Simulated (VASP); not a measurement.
# Cs (C2/m) in VASP: notebook

The runs below take Cs through single point, with PBEsol.

Program: VASP 6.6.1. These are calculated values, not measurements. Logs are shortened: lines on timing, memory, paths and dates and some standing lists are left out, and cuts for length are marked.

## Step 1: Starting point

The structure is monoclinic, space group C2/m (No. 12). Conventional cell: a = 6.038 Å, b = 8.676 Å, c = 5.110 Å, α = 90.00°, β = 120.26°, γ = 90.00°.

This isn't the form of Cs at room conditions, which is bcc.

## Step 2: Single point, PBEsol

Input file INCAR:

```
ADDGRID = False
ALGO = Normal
EDIFF = 1E-6
ENCUT = 400
GGA = PS
ISIF = 2
ISMEAR = 1
LASPH = True
LCHARG = False
LREAL = False
LWAVE = False
NELM = 100
PREC = Accurate
SIGMA = 0.05
```

Input file KPOINTS:

```
k-points
0
Gamma
  8 8 8
```

Input file POSCAR:

```
Cs
1.0
    3.0190110000     -4.3381320000      0.0000000000
    3.0190110000      4.3381320000      0.0000000000
   -2.5749360000      0.0000000000      4.4138870000
Cs
1
Direct
    0.0000000000      0.0000000000      0.5000000000
```

Potentials or basis: VASP PAW PBE potentials, release 64 (Cs_sv).

The run is started by

```
> cat potpaw_PBE.64/Cs_sv/POTCAR > POTCAR
> mpirun -np 1 vasp_std > vasp.out
```

OUTCAR:

```text
EDIFF = 1E-6
   ENCUT = 400
   GGA = PS
   ISIF = 2
   ISMEAR = 1
   LASPH = True
   LREAL = False
   NELM = 100
   PREC = Accurate

 Found    150 irreducible k-points:

 Following reciprocal coordinates:
            Coordinates               Weight
  0.000000  0.000000  0.000000      1.000000
  0.125000  0.000000 -0.000000      4.000000
  0.250000  0.000000 -0.000000      4.000000
  0.375000  0.000000 -0.000000      4.000000
  0.500000  0.000000 -0.000000      2.000000
  0.125000  0.125000 -0.000000      2.000000
   k-points           NKPTS =    150   k-points in BZ     NKDIM =    150   number of bands    NBANDS=      8
   number of dos      NEDOS =    301   number of ions     NIONS =      1
   total plane-waves  NPLWV =  46656
   dimension x,y,z NGX =    36 NGY =   36 NGZ =   36
   dimension x,y,z NGXF=    72 NGYF=   72 NGZF=   72
   ions per type =               1
   NGX,Y,Z   is equivalent  to a cutoff of  11.32, 11.32, 11.71 a.u.
   NGXF,Y,Z  is equivalent  to a cutoff of  22.65, 22.65, 23.42 a.u.
 SYSTEM =  unknown system
   PREC   = accura    normal or accurate (medium, high low for compatibility)
   ISTART =      0    job   : 0-new  1-cont  2-samecut
   ICHARG =      2    charge: 1-file 2-atom 10-const
   ISPIN  =      1    spin polarized calculation?
   LNONCOLLINEAR =      F non collinear calculations
   LSORBIT =      F    spin-orbit coupling
   LASPH  =      T    aspherical Exc in radial PAW
   ENCUT  =  400.0 eV  29.40 Ry    5.42 a.u.   8.62  8.62  8.33*2*pi/ulx,y,z
   NELM   =    100;   NELMIN=  2; NELMDL= -5     # of ELM steps
   EDIFF  = 0.1E-05   stopping-criterion for ELM
   LREAL  =      F    real-space projection
   EDIFFG = 0.1E-04   stopping-criterion for IOM
   NSW    =      0    number of steps for IOM
   IBRION =     -1    ionic relax: 0-MD 1-quasi-New 2-CG
   NFREE  =      0    steps in history (QN), initial steepest desc. (CG)
   ISIF   =      2    stress and relaxation
   ISYM   =      2    0-nonsym 1-usesym 2-fastsym
   POTIM  = 0.5000    time-step for ionic-motion
   TEBEG  =    0.0;   TEEND  =   0.0 temperature during run
   PSTRESS=    0.0 pullay stress
   NELECT =       9.0000    total number of electrons
   NUPDOWN=      -1.0000    fix difference up-down
   EMIN   =  10.00;   EMAX   =-10.00  energy-range for DOS
   EFERMI =   0.00;   METHOD = LEGACY
   ISMEAR =     1;   SIGMA  =   0.05  broadening in eV -4-tet -1-fermi 0-gaus
   EFERMI_NEDOS =   21; number of points for ismear=-14 and -15
   IALGO  =     38    algorithm
   IMIX   =      4    mixing-type and parameters
     AMIX     =   0.40;   BMIX     =  1.00
     AMIX_MAG =   1.60;   BMIX_MAG =  1.00
  volume/ion in A,a.u.               =     115.62       780.22
  Fermi-wavevector in a.u.,A,eV,Ry     =   0.699009  1.320936  6.647992  0.488614
  Thomas-Fermi vector in A             =   1.782770
   LORBIT       =      0    0 simple, 1 ext, 2 COOP (PROOUT), +10 PAW based schemes
   GGA     = PS    functional components
   LHFCALC =     F    Hartree Fock is set to
   AEXX    =    0.0000 exact exchange contribution
   IVDW    =     0    specifies the selected vdW correction
   LEPSILON=     F    determine dielectric tensor
   LRPA    =     F    only Hartree local field effects (RPA)
 non-spin polarized calculation
 Methfessel and Paxton  Order N= 1 SIGMA  =   0.05
  energy-cutoff  :      400.00
  volume of cell :      115.62
 maximum number of plane-waves:      2123
 NGX is ok and might be reduce to    36
   NGX = 17   NGY = 17   NGZ = 17

 number of electron       8.9999999 magnetization

 Free energy of the ion-electron system (eV)
  ---------------------------------------------------
  ext. energy  EPLUGINS =         0.00000000
  ---------------------------------------------------
  free energy    TOTEN  =        -0.93229342 eV

  energy without entropy =       -0.93239250  energy(sigma->0) =       -0.93232645

 E-fermi :   0.3784     XC(G=0):  -5.4617

 val. band max:        0.3621709844   @ k =   0.0000   0.0000   0.5000
 cond. band min:       0.3830313785   @ k =   0.5000   0.3750  -0.0000
 fundamental gap:      0.0208603940
 Fermi energy:         0.3783619016

 k-point     1 :       0.0000    0.0000    0.0000
  band No.  band energies     occupation
      1     -23.4933      2.00000
      2     -10.2239      2.00000
      3     -10.2123      2.00000
      4     -10.2017      2.00000
      5      -1.3152      2.00000
      6       2.6113      0.00000
      7       2.7690      0.00000
      8       3.0712      0.00000

 k-point     2 :       0.1250    0.0000   -0.0000
  band No.  band energies     occupation
      1     -23.4925      2.00000
      2     -10.2390      2.00000
      3     -10.2194      2.00000
      4     -10.2030      2.00000
      5      -1.1550      2.00000
      6       2.4898      0.00000
      7       2.5628      0.00000
      8       3.1519      0.00000

 k-point     3 :       0.2500    0.0000   -0.0000
  band No.  band energies     occupation
      1     -23.4907      2.00000
      2     -10.2821      2.00000
      3     -10.2307      2.00000
      4     -10.2047      2.00000
      5      -0.7091      2.00000
      6       1.9878      0.00000
      7       2.2512      0.00000
      8       3.5697      0.00000

 k-point     4 :       0.3750    0.0000   -0.0000
  band No.  band energies     occupation
      1     -23.4888      2.00000
      2     -10.3252      2.00000
      3     -10.2412      2.00000
      4     -10.2060      2.00000
      5      -0.0954      2.00000
      6       1.4439      0.00000
      7       2.0359      0.00000
      8       3.8629      0.00000

 k-point     5 :       0.5000    0.0000   -0.0000
  band No.  band energies     occupation
      1     -23.4881      2.00000
      2     -10.3428      2.00000
      3     -10.2455      2.00000
      4     -10.2065      2.00000
      5       0.3221      2.06742
      6       1.1121     -0.00000
      7       1.9554      0.00000
      8       3.7581      0.00000

 k-point     6 :       0.1250    0.1250   -0.0000
  band No.  band energies     occupation
      1     -23.4914      2.00000
      2     -10.2619      2.00000
      3     -10.2295      2.00000
      4     -10.2069      2.00000
      5      -0.8595      2.00000
      6       2.1809      0.00000
      7       2.2635      0.00000
      8       3.4431      0.00000

 [... further k-points ...]
[... 5 lines left out ...]
  --------------------------------------------------------------------------------------
  -------------------------------------------------------------------------------------
  Total       -0.0742878     -0.0794325     -0.1031626      0.0000000      0.0000000     -0.0391427
  in kB       -1.0294601     -1.1007537     -1.4295995      0.0000000      0.0000000     -0.5424282
  external PRESSURE =      -1.1866044 kB  Pullay stress =       0.0000000 kB

 VOLUME and BASIS-vectors are now :
 -----------------------------------------------------------------------------
  energy-cutoff  :      400.00
  volume of cell :      115.62
      direct lattice vectors                 reciprocal lattice vectors
     3.019011000 -4.338132000  0.000000000     0.165617151 -0.115256982  0.096616330
     3.019011000  4.338132000  0.000000000     0.165617151  0.115256982  0.096616330
    -2.574936000  0.000000000  4.413887000     0.000000000  0.000000000  0.226557680

 POSITION                                       TOTAL-FORCE (eV/Angst)
 -----------------------------------------------------------------------------------
     -1.28747      0.00000      2.20694         0.000000      0.000000      0.000000
 -----------------------------------------------------------------------------------
    total drift:                                0.000000     -0.000000      0.000000

  FREE ENERGIE OF THE ION-ELECTRON SYSTEM (eV)
  ---------------------------------------------------
  free  energy   TOTEN  =        -0.9322934224 eV

  energy  without entropy=       -0.9323925013  energy(sigma->0) =       -0.93232645
```

Run time: 40 s. Hardware: 1 thread of Intel Xeon Platinum 8488C (Sapphire Rapids), shared host; peak memory 0.24 GiB.

The run converged, but some of its settings lie outside the range that counts as converged, so its numbers aren't taken as properties of the crystal.

Results:

| Property | Result |
| --- | --- |
| Free energy | -0.9323 eV |
| Pressure | -0.1 GPa |
| Band gap on the k mesh | none (metal or under the smearing width) |

Caveat: the PAW data sets were made with another functional, which shifts forces and pressure a little.

## Step 3: Single point, PBEsol

INCAR is that of step 2.

KPOINTS is that of step 2.

Input file POSCAR:

```
Cs
1.0
    3.0286440000     -4.4025590000     -0.0553060000
    2.9811710000      4.3695220000      0.0984760000
   -2.5313490000      0.0923220000      4.3694900000
Cs
1
Direct
   -0.0054440000      0.0010830000      0.4979030000
```

Potentials or basis: VASP PAW PBE potentials, release 64 (Cs_sv).

The run is started by

```
> cat potpaw_PBE.64/Cs_sv/POTCAR > POTCAR
> mpirun -np 1 vasp_std > vasp.out
```

It took 81 s on 1 thread of Intel Xeon Platinum 8488C (Sapphire Rapids), shared host; peak memory 0.3 GiB.

These settings aren't checked as converged: the numbers below hold their error.

What came out:

| Item | Value |
| --- | --- |
| Free energy | -0.9315 eV |
| Pressure | -0.1 GPa |
| Band gap on the k mesh | none (metal or under the smearing width) |

Caveat: the PAW data sets were made with another functional, which shifts forces and pressure a little.

## Step 4: Single point, PBEsol

INCAR: that of step 3 with these lines changed.

```diff
@@ -13,2 +13,2 @@
 PREC = Accurate
-SIGMA = 0.05
+SIGMA = 0.02
```

KPOINTS is that of step 3.

Input file POSCAR:

```
Cs
1.0
    3.0190110000     -4.3381320000      0.0000000000
    3.0190110000      4.3381320000      0.0000000000
   -2.5749360000      0.0000000000      4.4138870000
Cs
1
Direct
    0.0000000000      0.0000000000      0.5000000000
```

The run is started by

```
> cat potpaw_PBE.64/Cs_sv/POTCAR > POTCAR
> mpirun -np 1 vasp_std > vasp.out
```

Run time: 52 s. Hardware: 1 thread of Intel Xeon Platinum 8488C (Sapphire Rapids), shared host; peak memory 0.25 GiB.

These settings aren't checked as converged: the numbers below hold their error.

What came out:

| Property | Result |
| --- | --- |
| Free energy | -0.9324 eV |
| Pressure | -0.1 GPa |
| Band gap on the k mesh | none (metal or under the smearing width) |

Caveat: the PAW data sets were made with another functional, which shifts forces and pressure a little.
